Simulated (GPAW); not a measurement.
Crystal: I.

```
I
1.0
     3.63503   -2.39502    0.00000
     3.63503    2.39502    0.00000
     0.00000    0.00000    9.79344
I
4
Cartesian
  3.6350 -0.7152 3.7646
  3.6350 1.6799 1.1321
  3.6350 0.7152 6.0288
  3.6350 -1.6799 8.6613
```

- Program: GPAW 26.7.0
- Task: single point
- Functional: PBE
- Potentials or basis: GPAW PAW data sets (gpaw-data 1.2.1)
- Cutoff: 600 eV
- Basis: pw
- k mesh: 7 × 7 × 3
- Occupations: fermi-dirac, width 0.05 eV
- Spin: no spin polarisation

On this cell: pressure 2.0 GPa; largest force 1.000 eV/Å; band gap on the k mesh 1.31 eV, indirect (least direct gap 1.39 eV).

The same run follows on a disturbed copy (atoms moved at random, drawn with an rms of 0.05 Å):

```
I
1.0
     3.63503   -2.39502    0.00000
     3.63503    2.39502    0.00000
     0.00000    0.00000    9.79344
I
4
Direct
  0.65349 0.34675 0.38295
  0.15234 0.84035 0.11361
  0.36674 0.64517 0.61547
  0.84626 0.15370 0.88219
```

Question: What changes?

Answer: The energy moves by -4.6 meV/atom; pressure 1.8 GPa; largest force 1.066 eV/Å; band gap on the k mesh 1.28 eV, indirect (least direct gap 1.37 eV).

Forces in eV/Å, atoms in the order of the input:
```
I   -0.006 -0.542 -0.918
I    0.008 -0.273  0.658
I   -0.009  0.532  0.903
I    0.008  0.283 -0.642
```

Stress tensor (GPa, compression positive):
```
1.28 0.02 0.02
0.02 1.33 0.39
0.02 0.39 2.76
```

Caveats: spin-orbit coupling is left out, which moves the levels of the heavy elements; an odd mesh through Γ misses points on the zone boundary, where band edges often lie; forces of over 1 eV/Å show positions far from the minimum, so gaps and moduli don't describe the material at rest (some runs).
